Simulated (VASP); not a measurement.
TiO:

```
CELL_PARAMETERS angstrom
3.00939 0.00000 0.00000
0.00000 3.00939 0.00000
0.00000 0.00000 3.68042
ATOMIC_POSITIONS crystal
Ti 0.00000 0.00000 0.00000
O 0.00000 0.00000 0.50000
```

The cell was built by a generator and needn't be a form met in nature.

```yaml
Program: VASP 6.6.1
Task: relaxation of cell and atoms
Functional: rev-vdW-DF2
Potentials_or_basis: VASP PAW PBE potentials, release 64 (Ti_sv, O)
Cutoff: 600 eV
k_mesh: 9 × 9 × 7
Occupations: fermi-dirac, width 0.05 eV
Spin: no spin polarisation
```

At the start: pressure -1.2 GPa; volume 16.67 Å³/atom.

**Question.** How do energy, volume and symmetry change on relaxing?

**Answer.** Over 13 steps the energy falls by 2.6 meV/atom and the volume is 16.16 Å³/atom (-3.1 %); space group P4/mmm (No. 123, to 0.05 Å).

The path:
| step | energy change (eV) | largest force (eV/Å) | pressure (GPa) | volume (Å³) |
| --- | --- | --- | --- | --- |
| 1 | 0.0000 | 0.0000 | -1.15 | 33.33 |
| 2 | -0.0039 | 0.0000 | -0.27 | 32.76 |
| 3 | -0.0048 | 0.0000 | 0.66 | 32.21 |
| 4 | -0.0007 | 0.0000 | -1.39 | 32.07 |
| 5 | -0.0051 | 0.0000 | 0.24 | 32.18 |
| 6 | -0.0052 | 0.0000 | -0.02 | 32.29 |
| 7 | -0.0052 | 0.0000 | -0.02 | 32.30 |
| 8 | -0.0052 | 0.0000 | -0.01 | 32.32 |
| 9 | -0.0052 | 0.0000 | -0.21 | 32.37 |
| 10 | -0.0052 | 0.0000 | -0.15 | 32.34 |
| 11 | -0.0052 | 0.0000 | -0.14 | 32.33 |
| 12 | -0.0051 | 0.0000 | 0.28 | 32.27 |
| 13 | -0.0052 | 0.0000 | 0.00 | 32.31 |

Final structure:
```
Ti O
1.0
     2.96386    0.00000    0.00000
     0.00000    2.96386    0.00000
     0.00000    0.00000    3.67835
Ti O
1 1
Direct
  0.00000 0.00000 0.00000
  0.00000 0.00000 0.50000
```

Caveat: the PAW data sets were made with another functional, which shifts forces and pressure a little.
